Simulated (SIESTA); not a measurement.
# SiS2 in SIESTA: the effect of functional

SiS2:

```
S Si
1.0
    -2.78200    4.77250    2.77600
     2.78200   -4.77250    2.77600
     2.78200    4.77250   -2.77600
S Si
4 2
Direct
  0.38180 0.70880 0.09060
  0.61820 0.29120 0.90940
  0.88180 0.79120 0.67300
  0.11820 0.20880 0.32700
  0.25000 0.25000 0.00000
  0.75000 0.75000 0.00000
```

Alike in all runs:

```yaml
Program: SIESTA 5.4.2
Task: band structure
Basis: DZP (energy shift 0.003 Ry)
Grid_cutoff: 500 Ry
Energy_shift: 0.003 Ry
k_mesh: 7 × 7 × 7
Occupations: fermi-dirac, width 0.05 eV
Spin: no spin polarisation
```

| functional | potentials or basis | gap on the mesh (eV) | pressure (GPa) | largest force (eV/Å) |
| --- | --- | --- | --- | --- |
| PBE | PseudoDojo 0.4 standard (PBE files) | 2.76 | 3.8 | 0.76 |
| LDA | PseudoDojo 0.4 standard (LDA files) | 2.56 | 0.4 | 0.46 |
| PBEsol | PseudoDojo 0.4 standard (PBEsol files) | ? | ? | ? |

Task: What does the run with functional PBEsol give?

Result: gap on the mesh 2.68 eV; pressure 2.3 GPa; largest force 0.65 eV/Å.

Caveats: the basis of atomic orbitals isn't converged, which shifts pressures, moduli and gaps.

